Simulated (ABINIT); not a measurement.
The system is HfN.

```xyz
4
Lattice="3.1339 0.0000 0.0000 -1.5670 2.7140 0.0000 0.0000 0.0000 5.4168" Properties=species:S:1:pos:R:3 pbc="T T T"
Hf    0.0000    1.8094    1.3542
Hf    1.5670    0.9047    4.0626
N     0.0000    0.0000    2.7084
N     0.0000    0.0000    0.0000
```

The cell comes from a database or a generator and needn't be the stable form of this composition.

| Item | Value |
| --- | --- |
| Program | ABINIT 10.8.3 (patched build) |
| Task | single point |
| Functional | PBEsol |
| Potentials or basis | PseudoDojo NC SR PBEsol v0.4.1 standard |
| Cutoff | 1143 eV |
| k mesh | 10 × 10 × 5 |
| Occupations | fermi-dirac, width 0.05 eV |
| Spin | no spin polarisation |

On this cell: pressure -3.3 GPa; largest force under 0.003 eV/Å; band gap on the k mesh none (metal or under the smearing width).

The same run follows on a disturbed copy (atoms moved at random, drawn with an rms of 0.05 Å):

```
Hf N
1.0
     3.13391    0.00000    0.00000
    -1.56695    2.71404    0.00000
     0.00000    0.00000    5.41677
Hf N
2 2
Direct
  0.33366 0.65416 0.25049
  0.66144 0.33566 0.74992
  0.00764 0.99647 0.49177
  0.00460 0.00224 0.99334
```

What does the disturbed cell give?

The energy (extrapolated to zero smearing) moves by +7.7 meV/atom; pressure -2.9 GPa; largest force 0.561 eV/Å; band gap on the k mesh none (metal or under the smearing width).

Forces in eV/Å, atoms in the order of the input:
```
Hf  -0.008  0.304 -0.434
Hf   0.376 -0.070 -0.366
N   -0.272 -0.042  0.488
N   -0.097 -0.192  0.311
```

Stress tensor (GPa, compression positive):
```
-2.28 -0.40 -0.10
-0.40 -2.85 -0.02
-0.10 -0.02 -3.52
```
